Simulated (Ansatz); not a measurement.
Crystal: Zn.

```
Zn
1.0
     0.00000    1.96478    1.96478
     1.96478    0.00000    1.96478
     1.96478    1.96478    0.00000
Zn
1
Direct
  0.00000 0.00000 0.00000
```

This isn't the form of Zn at room conditions, which is hcp.

Program: Ansatz 0.2.0. Alike in all runs: cell as given; k mesh 12 × 12 × 12.

Task: Order these runs on this cell by their pressure, lowest first.
A. level LDA; potentials or basis all-electron LAPW, scalar-relativistic; spin off; cutoff (eV) 240; smearing methfessel-paxton 0.1 eV; basis error allowed 0.001 eV/atom
B. level BLYP+D4; potentials or basis all-electron LAPW, scalar-relativistic; spin collinear, random start; cutoff (eV) 259; smearing fermi-dirac 0.15 eV; basis error allowed 0.0005 eV/atom
C. level PBEsol; potentials or basis all-electron LAPW, non-relativistic; spin off; cutoff (eV) 239; smearing fermi-dirac 0.05 eV; basis error allowed 0.001 eV/atom
D. level PBEsol; potentials or basis all-electron LAPW, inner shells corrected to Dirac's equation; spin off; cutoff (eV) 240; smearing fermi-dirac 0.05 eV; basis error allowed 0.001 eV/atom

Result: A (-8.6 GPa), D (-5.2 GPa), C (-3.5 GPa), B (-0.2 GPa).

Caveats: pairwise dispersion overbinds metals, which lowers pressure and volume (some runs).

Not every run made on this cell is shown here.
